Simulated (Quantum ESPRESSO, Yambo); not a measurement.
# SiC (Moissanite): G0W0 with Yambo, start to end, part 3 of 3

Wanted: ground state, empty states, screening and self-energy for SiC (Moissanite).

Quantum ESPRESSO 7.5 and Yambo 5.3.0; PBE and many-body steps on it, plane waves. Known limits of the many-body steps: not at the basis limit.

So far. Step 3 (Bands along the symmetry lines): The gap is 2.329 eV, as in the run before at this level. Step 4 (Empty states on the mesh, 6×6×4 mesh, 273 bands): On this mesh the gap is 2.329 eV.

### Step 6. Screening and self-energy, 6×6×4 mesh, 273 bands, screening to 217.7 eV

Now the one-shot GW correction: screening in the RPA, then the self-energy of the levels asked for.

This step: G0W0 on PBE, plane waves, norm-conserving pseudopotentials.

Input file gw3.in:

```
HF_and_locXC
gw0
dyson
ppa
em1d
rim_cut
RandQpts= 1000000
RandGvec= 1 RL
EXXRLvcs= 74 Ry
VXCRLvcs= 296 Ry
Chimod= "HARTREE"
% BndsRnXp
 1 | 273 |
%
NGsBlkXp= 16 Ry
% LongDrXp
 1 | 1 | 1 |
%
% GbndRnge
 1 | 273 |
%
DysSolver= "n"
ExtendOut
PPAPntXp= 27.21138 eV
% QPkrange
 1 | 1 | 7 | 10 |
 19 | 19 | 7 | 10 |
 10 | 10 | 7 | 10 |
%
```

On the command line:

```bash
$ OMP_NUM_THREADS=1 mpirun -n 8 yambo -F gw3.in -J gw3 -C gw3 > gw3.log
```

The program printed:

```text
 Yambo, version 5.3.0

 [02] CORE Variables Setup
 =========================

  [... cell, symmetries and grids as in the set-up ...]

  [02.05] Energies & Occupations
  ==============================

  [X] === General ===
  [X] Electronic Temperature                        :  0.000000  0.000000 [eV K]
  [X] Bosonic    Temperature                        :  0.000000  0.000000 [eV K]
  [X] Finite Temperature mode                       : no
  [X] El. density                                   :  0.38681E+24 [cm-3]
  [X] Fermi Level                                   :  9.800985 [eV]

  [X] === Gaps and Widths ===
  [X] Conduction Band Min                           :  2.329375 [eV]
  [X] Valence Band Max                              :  0.000000 [eV]
  [X] Filled Bands                                  :   8
  [X] Empty Bands                                   :    9  273
  [X] Direct Gap                                    :  4.082938 [eV]
  [X] Direct Gap localized at k                     :  10
  [X] Indirect Gap                                  :  2.329375 [eV]
  [X] Indirect Gap between kpts                     :   1  19
  [X] Last valence band width                       :  4.041689 [eV]
  [X] 1st conduction band width                     :  3.376941 [eV]

 [03] Transferred momenta grid and indexing
 ==========================================

 IBZ Q-points                                      :  24
 BZ  Q-points                                      :  144

 K/Q-points units:
 rlu = crystal or reduced units; cc = cartesian coordinates; iku = interal k-units

 Q [ 1]         [rlu]:  0.000000  0.000000  0.000000
 Q [ 2]         [rlu]:  0.000000  0.000000  0.250000
 Q [ 3]         [rlu]:  0.000000  0.000000 -0.500000
 Q [ 4]         [rlu]:  0.52648E-17  0.16667       0.0000
 Q [ 5]         [rlu]:  0.52648E-17  0.16667      0.25000
 Q [ 6]         [rlu]:  0.52648E-17  0.16667     -0.50000
 Q [ 7]         [rlu]:  0.10530E-16  0.33333       0.0000
 Q [ 8]         [rlu]:  0.10530E-16  0.33333      0.25000
 Q [ 9]         [rlu]:  0.10530E-16  0.33333     -0.50000
 Q [10]         [rlu]: -0.15794E-16 -0.50000       0.0000
     [... 12 further rows ...]
 Q [23]         [rlu]: -0.10530E-16 -0.33333      0.25000
 Q [24]         [rlu]: -0.166667 -0.333333  0.250000

 [04] Coloumb potential Random Integration (RIM)
 ===============================================

  [04.01] RIM initialization
  ==========================

  * Diagonal components only detected *

  8 x (sBL volume)        :  0.049368 [a.u.]
  sBZ random points       :  1000000
  Points outside the sBZ  :   7980387
  RL volume               :  0.888629 [a.u.]
  Integrated volume       :  0.890813 [a.u.]

  [04.02] RIM integrals
  =====================

  Gamma point sphere radius             :  0.066543 [a.u.]
  Points outside the sphere             :   800052
  [Int_sBZ(q=0) 1/q^2]*(Vol_sBZ)^(-1/3) =:  7.695808
                                 should be <:  7.795600

  Summary of Coulomb integrals for non-metallic bands |Q|[au] RIM/Bare

  Q [1] 0.100000E-4 0.987199 * Q [2] 0.164665 0.990669
  Q [4] 0.208024 1.087162 * Q [5] 0.265308 1.047720
  Q [22] 0.265308 1.048576 * Q [3] 0.329330 1.005629
  Q [13] 0.360308 1.031354 * Q [6] 0.389528 1.013153
  Q [14] 0.396152 1.024294 * Q [7] 0.416047 1.023896
  Q [23] 0.447448 1.020214 * Q [8] 0.447448 1.019652
  Q [15] 0.488139 1.012742 * Q [9] 0.530616 1.011765
  Q [16] 0.550379 1.014679 * Q [24] 0.574484 1.013582
  Q [17] 0.574484 1.013149 * Q [10] 0.624071 1.012328
  Q [18] 0.641386 1.009561 * Q [11] 0.645430 1.011360
  Q [12] 0.705637 1.008844 * Q [19] 0.720615 1.009561
  Q [20] 0.739189 1.009023 * Q [21] 0.792303 1.007466

 [05] Dipoles
 ============

  [05.01] Setup: observables and procedures
  =========================================

  [WARNING] [x,Vnl] slows the Dipoles computation. To neglect it rename the ns.kb_pp file

 [06] Dynamic Dielectric Matrix (PPA)
 ====================================

 [SLK-Inversion]  Pools        :  2
 [SLK-Inversion]  BLACS grid   :  2  2

 [WR./gw3//ndb.pp]---------------------------------------------------------------
  Brillouin Zone Q/K grids (IBZ/BZ)                :   24  144   24  144
  RL vectors                                       :   3863 [WF]
  Coulomb cutoff potential                         : none
  Electronic Temperature                           :  0.000000 [K]
  Bosonic    Temperature                           :  0.000000 [K]
  PPA    diel. fun.  energies                      : Perdew, Burke & Ernzerhof(X)+Perdew, Burke & Ernzerhof(C)
  wavefunctions                                    : Perdew, Burke & Ernzerhof(X)+Perdew, Burke & Ernzerhof(C)
  Global Gauge                                     : length
  X matrix size                                    :   325
  X band range                                     :    1  273
  X e/h energy range                               : -1.000000 -1.000000 [eV]
  X Time ordering                                  : R
  X Hxc Kernel                                     : HARTREE
  X Drude frequency                                :  0.000000  0.000000
  X poles                                          :  100.0000 [o/o]
  RL vectors in the sum                            :   3863
  [r,Vnl] included                                 : yes
  Field direction                                  :  0.577350E-5  0.577350E-5  0.577350E-5
  BZ energy Double Grid                            : no
  BZ energy DbGd points                            : 0
  BZ Q point size factor                           : -1.000000
  X Optical Averaged directions                    : none

 [07] Local Exchange-Correlation + Non-Local Fock
 ================================================

 [VXC] Plane waves :  23969
 [EXS] Plane waves :  3009

 QP @ state[ 1 ] K range:  1  1
 QP @ state[ 1 ] b range:   7  10
 QP @ state[ 2 ] K range:  10  10
 QP @ state[ 2 ] b range:   7  10
 QP @ state[ 3 ] K range:  19  19
 QP @ state[ 3 ] b range:   7  10

 [xc] Functional : Perdew, Burke & Ernzerhof(X)+Perdew, Burke & Ernzerhof(C)
 [xc] LIBXC used to calculate xc functional
  PP Number of Atomic Species                      :  2
  NLCC RL compoments                               :  23969
  PP Number of Atomic Species                      :  2
  NLCC RL compoments                               :  23969

 [xc] E_xc :  -6.098306 [Ha]
      E_xc :  -12.19661 [Ry]

  Local XC kind (lXC) : Perdew, Burke & Ernzerhof(X)+Perdew, Burke & Ernzerhof(C)
  Non-Local XC kind (nlXC) : Hartree-Fock

  Corrections @ K [1] :  [eV]
 <7|nlXC|7> = -17.61870 -0.98525E-17 <7|lXC|7> = -15.05519  0.15105E-14
 <8|nlXC|8> = -17.20569 -0.11706E-17 <8|lXC|8> = -14.88224  0.000000
 <9|nlXC|9> = -7.046528 -0.86160E-18 <9|lXC|9> = -12.18814  0.000000
 <10|nlXC|10> = -7.235779  0.11432E-17 <10|lXC|10> = -12.74597  0.000000

  Corrections @ K [10] :  [eV]
 <7|nlXC|7> = -15.99155 -0.86749E-17 <7|lXC|7> = -12.72520 -0.12981E-15
 <8|nlXC|8> = -17.61855 -0.14570E-16 <8|lXC|8> = -14.53465  0.000000
 <9|nlXC|9> = -6.101685 -0.33685E-18 <9|lXC|9> = -10.59236 -0.39829E-16
 <10|nlXC|10> = -6.972655  0.14058E-18 <10|lXC|10> = -11.76744 -0.17702E-16

  Corrections @ K [19] :  [eV]
 <7|nlXC|7> = -16.82061 -0.77834E-17 <7|lXC|7> = -12.97933  0.000000
 <8|nlXC|8> = -16.82049  0.22590E-16 <8|lXC|8> = -12.97933  0.000000
 <9|nlXC|9> = -5.568475  0.24684E-17 <9|lXC|9> = -9.841561  0.000000
 <10|nlXC|10> = -6.215598  0.26323E-17 <10|lXC|10> = -12.29095  0.18882E-15

 [08] Dyson equation: Newton solver
 ==================================

  [08.01] G0W0 (W PPA)
  ====================

  [  GW  ] Bands range     :    1  273
  [GW/PPA] G damping       :  0.100000 [eV]

  QP @ state[ 1 ] K range:  1  1
  QP @ state[ 1 ] b range:   7  10
  QP @ state[ 2 ] K range:  10  10
  QP @ state[ 2 ] b range:   7  10
  QP @ state[ 3 ] K range:  19  19
  QP @ state[ 3 ] b range:   7  10

   Sc/G bands                                       :    1  273
   Sc/G damping                                     :  0.100000 ev
   Sc bands terminator                              : no
   Sx RL components                                 :  3009

   QP @ state[ 1 ] K range                          :  1  1
   QP @ state[ 1 ] b range                          :   7  10
   QP @ state[ 2 ] K range                          :  10  10
   QP @ state[ 2 ] b range                          :   7  10
   QP @ state[ 3 ] K range                          :  19  19
   QP @ state[ 3 ] b range                          :   7  10
   GF energies kind                                 : Perdew, Burke & Ernzerhof(X)+Perdew, Burke & Ernzerhof(C)
   GF WF`s kind                                     : Perdew, Burke & Ernzerhof(X)+Perdew, Burke & Ernzerhof(C)
   Xs energies kind                                 : Perdew, Burke & Ernzerhof(X)+Perdew, Burke & Ernzerhof(C)
   Xs WF`s kind                                     : Perdew, Burke & Ernzerhof(X)+Perdew, Burke & Ernzerhof(C)

 [11] Game Over & Game summary
```

The job ended after 13 min (8 MPI ranks of Intel Xeon Platinum 8488C (Sapphire Rapids), shared host; peak memory 6 GiB; 1.7 h of CPU time).

This step gave:

```
G0W0 gap on the points computed              : 3.073 eV
starting gap on the mesh                     : 2.329 eV
k of the valence top                         : 0, 0, 0
k of the conduction bottom                   : 0.3333, 0.3333, 0
least direct G0W0 gap on the computed points : 5.057 eV
Z at the valence top                         : 0.7966
Z at the conduction bottom                   : 0.8275
```

The gap on the mesh goes from 2.33 eV to 3.07 eV, a correction of +0.74 eV.

Limits: finite bands, cutoff and mesh. v1 is the top filled band, c1 the lowest empty one. The levels before and after the correction (eV, zero at the valence-band top of each column):

```csv
,conduction bottom,valence top
Kohn-Sham,2.33,0.00
G0W0,3.07,0.00
```

```csv
,level,energy (eV)
Kohn-Sham,Γ v2,-0.275
Kohn-Sham,Γ v1,0.000
Kohn-Sham,Γ c1,4.620
Kohn-Sham,Γ c2,6.019
Kohn-Sham,(0.333 0.333 0) v2-v1,-4.042
Kohn-Sham,(0.333 0.333 0) c1,2.329
Kohn-Sham,(0.333 0.333 0) c2,7.984
G0W0,Γ v2,-0.303
G0W0,Γ v1,0.000
G0W0,Γ c1,5.522
G0W0,Γ c2,6.877
G0W0,(0.333 0.333 0) v2-v1,-4.380
G0W0,(0.333 0.333 0) c1,3.073
G0W0,(0.333 0.333 0) c2,9.089
```

### Step 7. Where the time went

Times are wall times on the hardware named with each run, good to a factor of about two.

```csv
step,time,share,memory (GiB)
ground state,3.6 s,0 %,0.49
bands along the symmetry lines,3.5 s,0 %,0.47
empty states on the mesh,26 s,3 %,0.78
conversion and set-up,3.4 s,0 %,0.25
screening and self-energy,13 min,95 %,6.0
```

### Step 8. Outcome

```yaml
pbe_gap: 2.33 eV, indirect
g0w0_gap_on_the_mesh: 3.07 eV
gw_settings: 6×6×4 mesh, 273 bands, screening to 217.7 eV, Godby-Needs plasmon pole
known_limits: not at the basis limit
```

G0W0 moves the gap on the mesh from 2.33 eV to 3.07 eV (+0.74 eV), with Z of 0.80 and 0.83 at the edges. Only 3 of the mesh's irreducible points were corrected, so a valley elsewhere could overtake. The dearest step here is «screening and self-energy». Against experiment, by G0W0@PBE: the gap of 3.07 eV lies −0.26 eV from the measured 3.33 eV (kind not stated, quoted 2020). The calculation has static nuclei and no excitons; a measured gap holds zero-point and thermal motion, which mostly lowers it. Bands and cutoff are finite, so the gap is not at the basis limit. The miss can reach some tenths of an eV and take either sign; the mesh is an error of its own. In the G0W0 run levels were corrected at 3 k points alone, so a gap called «on the mesh» is the least over those, and an edge elsewhere would be missed.

[Paths, hosts, dates, memory and timing lines, banners, echoed tables and standing remarks are left out of the program output.]

[Logs are printed without paths, hosts, clocks, repeated set-up lines and the standing remarks that a program may print on its own settings, such as how far it seeks lower states.]

[Runs of the session that timed out or met a known fault of the program may be left out.]

[Hosts, paths, dates, database ids (printed as entryN), source tags and the programs' standing remarks are cut or masked in the printed files.]
